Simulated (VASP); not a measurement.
# SiC (P6_3mc) in VASP: core levels with PBEsol

Aim: the core levels of SiC with PBEsol.

Program: VASP 6.6.1. These are calculated values, not measurements. Logs are shortened: lines on timing, memory, paths and dates and some standing lists are left out, and cuts for length are marked.

## (1) The crystal as given

Symmetry: P6_3mc, No. 186, hexagonal system. Conventional cell: a = 3.076 Å, b = 3.076 Å, c = 10.071 Å, α = 90.00°, β = 90.00°, γ = 120.00°. Around Si (site symmetry 3m) lie 4 C at 1.88 to 1.89 Å. Si (site symmetry 3m) is surrounded by 4 C at 1.88 to 1.89 Å. Around C (site symmetry 3m) lie 4 Si at 1.88 to 1.89 Å. Around C (site symmetry 3m) lie 4 Si at 1.88 to 1.89 Å.

The cell is a database's computed one.

## (2) Core levels, PBEsol

INCAR

```
SYSTEM = SiC
PREC = Accurate
ENCUT = 520
EDIFF = 1E-7
ISMEAR = -1
SIGMA = 0.02
LREAL = .False.
LASPH = .True.
NELM = 60
ALGO = Normal
ISIF = 2
LWAVE = .False.
LCHARG = .False.
GGA = PS
ICORELEVEL = 1
```

KPOINTS

```
Automatic mesh
0
Gamma
  8 8 3
  0 0 0
```

POSCAR

```
SiC
1.0
    3.0756941497      0.0000000000      0.0000000000
   -1.5378470748      2.6636292679      0.0000000000
    0.0000000000      0.0000000000     10.0706464800
Si C
4 4
Direct
    0.6666666700      0.3333333300      0.9378419800
    0.3333333300      0.6666666700      0.4378419800
    0.0000000000      0.0000000000      0.6878943800
    0.0000000000      0.0000000000      0.1878943800
    0.6666666700      0.3333333300      0.7498025900
    0.3333333300      0.6666666700      0.2498025900
    0.0000000000      0.0000000000      0.5004600500
    0.0000000000      0.0000000000      0.0004600500
```

Potentials or basis: VASP PAW PBE potentials, release 64 (Si, C).

Command:

```sh
cat potpaw_PBE.64/Si/POTCAR potpaw_PBE.64/C/POTCAR > POTCAR
mpirun -np 1 vasp_std > vasp.out
```

OUTCAR:

```text
SYSTEM = SiC
   PREC = Accurate
   ENCUT = 520
   EDIFF = 1E-7
   ISMEAR = -1
   LREAL = .False.
   LASPH = .True.
   NELM = 60
   ISIF = 2
   GGA = PS

 ion  position               nearest neighbor table
   1  0.667  0.333  0.938-   8 1.88   8 1.88   8 1.88   5 1.89   3 3.08   3 3.08   3 3.08   4 3.08
                             4 3.08   4 3.08
   2  0.333  0.667  0.438-   7 1.88   7 1.88   7 1.88   6 1.89   4 3.08   4 3.08   4 3.08   3 3.08
                             3 3.08   3 3.08
   3  0.000  0.000  0.688-   5 1.88   5 1.88   5 1.88   7 1.89   1 3.08   1 3.08   1 3.08   2 3.08
                             2 3.08   2 3.08
   4  0.000  0.000  0.188-   6 1.88   6 1.88   6 1.88   8 1.89   2 3.08   2 3.08   2 3.08   1 3.08
                             1 3.08   1 3.08
   5  0.667  0.333  0.750-   3 1.88   3 1.88   3 1.88   1 1.89
   6  0.333  0.667  0.250-   4 1.88   4 1.88   4 1.88   2 1.89
   7  0.000  0.000  0.500-   2 1.88   2 1.88   2 1.88   3 1.89
   8  0.000  0.000  0.000-   1 1.88   1 1.88   1 1.88   4 1.89

  LATTYP: Found a hexagonal cell.
 ALAT       =     3.0756941497
 C/A-ratio  =     3.2742678530

  Lattice vectors:

 A1 = (   3.0756941497,   0.0000000000,   0.0000000000)
 A2 = (  -1.5378470748,   2.6636292679,   0.0000000000)
 A3 = (   0.0000000000,   0.0000000000,  10.0706464800)

Analysis of symmetry for initial positions (statically):
=====================================================================
 Subroutine PRICEL returns:
 Original cell was already a primitive cell.

 Routine SETGRP: Setting up the symmetry group for a
 hexagonal supercell.

 Subroutine GETGRP returns: Found 12 space group operations
 (whereof  6 operations were pure point group operations)
 out of a pool of 24 trial point group operations.

The static configuration has the point symmetry C_3v.
 The point group associated with its full space group is C_6v.

Analysis of symmetry for dynamics (positions and initial velocities):
=====================================================================
 Subroutine PRICEL returns:
 Original cell was already a primitive cell.

 Routine SETGRP: Setting up the symmetry group for a
 hexagonal supercell.

 Subroutine GETGRP returns: Found 12 space group operations
 (whereof  6 operations were pure point group operations)
 out of a pool of 24 trial point group operations.

The dynamic configuration has the point symmetry C_3v.
 The point group associated with its full space group is C_6v.

 Subroutine INISYM returns: Found 12 space group operations
 (whereof  6 operations are pure point group operations),
 and found     1 'primitive' translations

----------------------------------------------------------------------------------------

                                     Primitive cell

  volume of cell :      82.5039

  direct lattice vectors                    reciprocal lattice vectors
     3.075694150  0.000000000  0.000000000     0.325129857  0.187713811  0.000000000
    -1.537847075  2.663629268  0.000000000     0.000000000  0.375427621  0.000000000
     0.000000000  0.000000000 10.070646480     0.000000000  0.000000000  0.099298491

  length of vectors
     3.075694150  3.075694150 10.070646480     0.375427621  0.375427621  0.099298491

  position of ions in fractional coordinates (direct lattice)
     0.666666670  0.333333330  0.937841980
     0.333333330  0.666666670  0.437841980
     0.000000000  0.000000000  0.687894380
     0.000000000  0.000000000  0.187894380
     0.666666670  0.333333330  0.749802590
     0.333333330  0.666666670  0.249802590
     0.000000000  0.000000000  0.500460050
     0.000000000  0.000000000  0.000460050

  ion indices of the primitive-cell ions
   primitive index   ion index
                 1           1
                 2           2
                 3           3
                 4           4
                 5           5
                 6           6
                 7           7
                 8           8

----------------------------------------------------------------------------------------

 KPOINTS: Automatic mesh

Automatic generation of k-mesh.
 Grid dimensions read from file:
 generate k-points for:    8    8    3

 Generating k-lattice:

  Cartesian coordinates                     Fractional coordinates (reciprocal lattice)
     0.040641232  0.023464226  0.000000000     0.125000000  0.000000000  0.000000000
     0.000000000  0.046928453  0.000000000     0.000000000  0.125000000  0.000000000
     0.000000000  0.000000000  0.033099497     0.000000000  0.000000000  0.333333333

  Length of vectors
     0.046928453  0.046928453  0.033099497

  Shift w.r.t. Gamma in fractional coordinates (k-lattice)
     0.000000000  0.000000000  0.000000000

 Subroutine IBZKPT returns following result:
 ===========================================

 Found     20 irreducible k-points:

 Following reciprocal coordinates:
            Coordinates               Weight
  0.000000  0.000000  0.000000      1.000000
  0.125000  0.000000  0.000000      6.000000
  0.250000  0.000000  0.000000      6.000000
  0.375000  0.000000  0.000000      6.000000
  0.500000  0.000000  0.000000      3.000000
  0.125000  0.125000  0.000000      6.000000
[... 12 lines left out ...]
  0.250000  0.250000  0.333333     12.000000
  0.375000  0.250000  0.333333     12.000000
   k-points           NKPTS =     20   k-points in BZ     NKDIM =     20   number of bands    NBANDS=     21
   number of dos      NEDOS =    301   number of ions     NIONS =      8
   total plane-waves  NPLWV =  46080
   dimension x,y,z NGX =    24 NGY =   24 NGZ =   80
   dimension x,y,z NGXF=    48 NGYF=   48 NGZF=  160
   ions per type =               4   4
   NGX,Y,Z   is equivalent  to a cutoff of  12.97, 12.97, 13.21 a.u.
   NGXF,Y,Z  is equivalent  to a cutoff of  25.94, 25.94, 26.41 a.u.
 SYSTEM =  SiC
   PREC   = accura    normal or accurate (medium, high low for compatibility)
   ISTART =      0    job   : 0-new  1-cont  2-samecut
   ICHARG =      2    charge: 1-file 2-atom 10-const
   ISPIN  =      1    spin polarized calculation?
   LNONCOLLINEAR =      F non collinear calculations
   LSORBIT =      F    spin-orbit coupling
   LASPH  =      T    aspherical Exc in radial PAW
   ENCUT  =  520.0 eV  38.22 Ry    6.18 a.u.   5.72  5.72 18.72*2*pi/ulx,y,z
   NELM   =     60;   NELMIN=  2; NELMDL= -5     # of ELM steps
   EDIFF  = 0.1E-06   stopping-criterion for ELM
   LREAL  =      F    real-space projection
   EDIFFG = 0.1E-05   stopping-criterion for IOM
   NSW    =      0    number of steps for IOM
   IBRION =     -1    ionic relax: 0-MD 1-quasi-New 2-CG
   NFREE  =      0    steps in history (QN), initial steepest desc. (CG)
   ISIF   =      2    stress and relaxation
   ISYM   =      2    0-nonsym 1-usesym 2-fastsym
   POTIM  = 0.5000    time-step for ionic-motion
   TEBEG  =    0.0;   TEEND  =   0.0 temperature during run
   PSTRESS=    0.0 pullay stress
   NELECT =      32.0000    total number of electrons
   NUPDOWN=      -1.0000    fix difference up-down
   EMIN   =  10.00;   EMAX   =-10.00  energy-range for DOS
   EFERMI =   0.00;   METHOD = LEGACY
   ISMEAR =    -1;   SIGMA  =   0.02  broadening in eV -4-tet -1-fermi 0-gaus
   EFERMI_NEDOS =   21; number of points for ismear=-14 and -15
   IALGO  =     38    algorithm
   IMIX   =      4    mixing-type and parameters
     AMIX     =   0.40;   BMIX     =  1.00
     AMIX_MAG =   1.60;   BMIX_MAG =  1.00
  volume/ion in A,a.u.               =      10.31        69.60
  Fermi-wavevector in a.u.,A,eV,Ry     =   1.193897  2.256138 19.393597  1.425389
  Thomas-Fermi vector in A             =   2.329900
   LORBIT       =      0    0 simple, 1 ext, 2 COOP (PROOUT), +10 PAW based schemes
   GGA     = PS    functional components
   LHFCALC =     F    Hartree Fock is set to
   AEXX    =    0.0000 exact exchange contribution
   IVDW    =     0    specifies the selected vdW correction
   LEPSILON=     F    determine dielectric tensor
   LRPA    =     F    only Hartree local field effects (RPA)
 non-spin polarized calculation
  energy-cutoff  :      520.00
  volume of cell :       82.50
 maximum number of plane-waves:      2248
 NGX is ok and might be reduce to    24
   NGX = 11   NGY = 11   NGZ = 37

 number of electron      32.0000000 magnetization

 Free energy of the ion-electron system (eV)
  ---------------------------------------------------
  ext. energy  EPLUGINS =         0.00000000
  ---------------------------------------------------
  free energy    TOTEN  =       -63.66833586 eV

  energy without entropy =      -63.66833586  energy(sigma->0) =      -63.66833586

 the core state eigenenergies are
   1-  1s  -1771.2207  2s   -125.1011  2p    -81.1319
   2-  1s  -1771.2207  2s   -125.1011  2p    -81.1319
   3-  1s  -1771.1820  2s   -125.0583  2p    -81.0894
   4-  1s  -1771.1820  2s   -125.0583  2p    -81.0894
   5-  1s   -255.5916
   6-  1s   -255.5916
   7-  1s   -255.6571
   8-  1s   -255.6571

 E-fermi :   8.5830     XC(G=0): -11.5156

 val. band max:        8.1604258229   @ k =   0.0000   0.0000   0.0000
 cond. band min:      10.2686580948   @ k =   0.5000   0.0000   0.0000
 fundamental gap:      2.1082322719
 Fermi energy:         8.5829785580

 k-point     1 :       0.0000    0.0000    0.0000
  band No.  band energies     occupation
      1      -7.3666      2.00000
      2      -6.1809      2.00000
      3      -6.1447      2.00000
      4      -3.7523      2.00000
      5      -0.5324      2.00000
      6       3.7486      2.00000
[... 13 lines left out ...]
     20      14.4311      0.00000
     21      15.0885      0.00000

 k-point     2 :       0.1250    0.0000    0.0000
  band No.  band energies     occupation
      1      -7.0941      2.00000
      2      -5.9175      2.00000
      3      -5.8800      2.00000
      4      -3.5231      2.00000
      5      -0.2820      2.00000
      6       3.8144      2.00000
[... 232 lines left out ...]
 k-point    12 :       0.1250    0.0000    0.3333
  band No.  band energies     occupation
      1      -6.9583      2.00000
      2      -6.5551      2.00000
      3      -5.0282      2.00000
      4      -4.0688      2.00000
      5       0.4734      2.00000
      6       2.0403      2.00000
[... 9 lines left out ...]
     16       7.9006      2.00000
     17      13.4066      0.00000

------------------------ aborting loop because EDIFF is reached ----------------------------------------

  FORCE on cell =-STRESS in cart. coord.  units (eV):
  Direction    XX          YY          ZZ          XY          YZ          ZX
  --------------------------------------------------------------------------------------
  -------------------------------------------------------------------------------------
  Total        0.4452458      0.4452458      0.3702510      0.0000000      0.0000000      0.0000000
  in kB        8.6464162      8.6464162      7.1900598      0.0000000      0.0000000      0.0000000
  external PRESSURE =       8.1609641 kB  Pullay stress =       0.0000000 kB

 VOLUME and BASIS-vectors are now :
 -----------------------------------------------------------------------------
  energy-cutoff  :      520.00
  volume of cell :       82.50
      direct lattice vectors                 reciprocal lattice vectors
     3.075694150  0.000000000  0.000000000     0.325129857  0.187713811  0.000000000
    -1.537847075  2.663629268  0.000000000     0.000000000  0.375427621  0.000000000
     0.000000000  0.000000000 10.070646480     0.000000000  0.000000000  0.099298491

 POSITION                                       TOTAL-FORCE (eV/Angst)
 -----------------------------------------------------------------------------------
      1.53785      0.88788      9.44468        -0.000000      0.000000     -0.003832
     -0.00000      1.77575      4.40935         0.000000     -0.000000     -0.003832
      0.00000      0.00000      6.92754        -0.000000     -0.000000      0.002925
      0.00000      0.00000      1.89222        -0.000000      0.000000      0.002925
      1.53785      0.88788      7.55100         0.000000      0.000000      0.002993
     -0.00000      1.77575      2.51567        -0.000000      0.000000      0.002993
      0.00000      0.00000      5.03996        -0.000000      0.000000     -0.002086
      0.00000      0.00000      0.00463        -0.000000      0.000000     -0.002086
 -----------------------------------------------------------------------------------
    total drift:                               -0.000000     -0.000000      0.000021

  FREE ENERGIE OF THE ION-ELECTRON SYSTEM (eV)
  ---------------------------------------------------
  free  energy   TOTEN  =       -63.6683358598 eV

  energy  without entropy=      -63.6683358598  energy(sigma->0) =      -63.66833586
```

Run time: 20 s. Hardware: 1 thread of Intel Xeon 6975P-C (Granite Rapids), shared host; peak memory 0.2 GiB.

Results:

```yaml
Free_energy: -63.6683 eV
Pressure: 0.8 GPa
Largest_force: 0.004 eV/Å
Band_gap_on_the_k_mesh: 2.11 eV, indirect (least direct gap 3.24 eV)
```

Forces on the atoms (eV/Å):
```
Si   0.000  0.000 -0.004
Si   0.000  0.000 -0.004
Si   0.000  0.000  0.003
Si   0.000  0.000  0.003
C    0.000  0.000  0.003
C    0.000  0.000  0.003
C    0.000  0.000 -0.002
C    0.000  0.000 -0.002
```

Levels at points of the mesh, in eV from the valence-band top:
| k point | band 12 | band 13 | band 14 | band 15 | band 16 | band 17 | band 18 | band 19 | band 20 | band 21 |
| --- | --- | --- | --- | --- | --- | --- | --- | --- | --- | --- |
| (0.00, 0.00, 0.00) | -0.59 | -0.59 | -0.05 | 0.00 | 0.00 | 5.05 | 5.63 | 6.27 | 6.27 | 6.93 |
| (0.50, 0.00, 0.00) | -2.41 | -2.38 | -2.24 | -1.59 | -1.13 | 2.11 | 2.24 | 4.12 | 4.67 | 5.20 |

Core levels (eV, on the scale of the bands):
```tsv
atom	levels
1 Si	1s -1771.2, 2s -125.1, 2p -81.1
2 Si	1s -1771.2, 2s -125.1, 2p -81.1
3 Si	1s -1771.2, 2s -125.1, 2p -81.1
4 Si	1s -1771.2, 2s -125.1, 2p -81.1
5 C	1s -255.6
6 C	1s -255.6
```

Caveat: the PAW data sets were made with another functional, which shifts forces and pressure a little; an odd mesh through Γ misses points on the zone boundary, where band edges often lie. PBEsol gaps usually lie below the measured ones, often by a third to a half.
